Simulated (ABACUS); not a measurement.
The system is BN.

```
CELL_PARAMETERS angstrom
1.25112 0.72234 3.37293
-1.25112 0.72234 3.37293
0.00000 -1.44467 3.37293
ATOMIC_POSITIONS crystal
N 0.66724 0.66724 0.66724
B 0.00033 0.00033 0.00033
```

The cell is a database's computed one.

* Program: ABACUS 3.10.1
* Task: relaxation of cell and atoms
* Functional: TM
* Potentials or basis: SG15 ONCV 1.2 PBE
* Cutoff: 1320 eV
* Density cutoff: 5279 eV
* Basis: plane waves
* k mesh: 8 × 8 × 8
* Occupations: fermi-dirac, width 0.05 eV
* Spin: no spin polarisation

At the start: pressure 0.4 GPa; volume 9.14 Å³/atom.

**Question.** How do energy, volume and symmetry change on relaxing?

**Answer.** Over 54 steps the energy falls by 2.1 meV/atom and the volume is 8.74 Å³/atom (-4.5 %); space group R3m (No. 160, to 0.05 Å).

The path:
| step | energy change (eV) | largest force (eV/Å) | pressure (GPa) | volume (Å³) |
| --- | --- | --- | --- | --- |
| 1 | 0.0000 | 0.0187 | 0.44 | 18.29 |
| 3 | -0.0004 | 0.0065 | -0.86 | 18.32 |
| 5 | -0.0027 | 0.0699 | -0.49 | 17.96 |
| 7 | -0.0030 | 0.0136 | 0.12 | 17.89 |
| 9 | -0.0032 | 0.0442 | -0.66 | 17.86 |
| 11 | -0.0039 | 0.0261 | -0.43 | 17.71 |
| 13 | -0.0039 | 0.0144 | -0.12 | 17.70 |
| 15 | -0.0040 | 0.0219 | -0.28 | 17.67 |
| 17 | -0.0041 | 0.0101 | 0.01 | 17.62 |
| 19 | -0.0041 | 0.0050 | -0.33 | 17.62 |
| 21 | -0.0041 | 0.0095 | -0.29 | 17.60 |
| 23 | -0.0042 | 0.0005 | -0.03 | 17.59 |
| 25 | -0.0042 | 0.0030 | -0.03 | 17.57 |
| 27 | -0.0042 | 0.0061 | -0.24 | 17.57 |
| 29 | -0.0042 | 0.0044 | -0.21 | 17.56 |
| 31 | -0.0042 | 0.0018 | -0.10 | 17.56 |
| 33 | -0.0042 | 0.0010 | -0.06 | 17.55 |
| 35 | -0.0042 | 0.0000 | -0.06 | 17.54 |
| 37 | -0.0042 | 0.0002 | -0.06 | 17.53 |
| 39 | -0.0042 | 0.0008 | -0.03 | 17.52 |
| 41 | -0.0043 | 0.0027 | -0.14 | 17.51 |
| 43 | -0.0043 | 0.0008 | -0.02 | 17.50 |
| 45 | -0.0043 | 0.0000 | 0.01 | 17.49 |
| 47 | -0.0043 | 0.0001 | -0.08 | 17.50 |
| 49 | -0.0043 | 0.0001 | -0.08 | 17.49 |
| 51 | -0.0043 | 0.0001 | 0.00 | 17.48 |
| 53 | -0.0043 | 0.0000 | 0.01 | 17.47 |
| 54 | -0.0043 | 0.0001 | -0.03 | 17.48 |

Final structure:
```
N B
1.0
     1.25273    0.72326    3.21456
    -1.25273    0.72326    3.21456
     0.00000   -1.44653    3.21456
N B
1 1
Direct
  0.66723 0.66723 0.66723
  0.00033 0.00033 0.00033
```

Caveat: the potentials were made for another functional, which shifts forces and pressure.
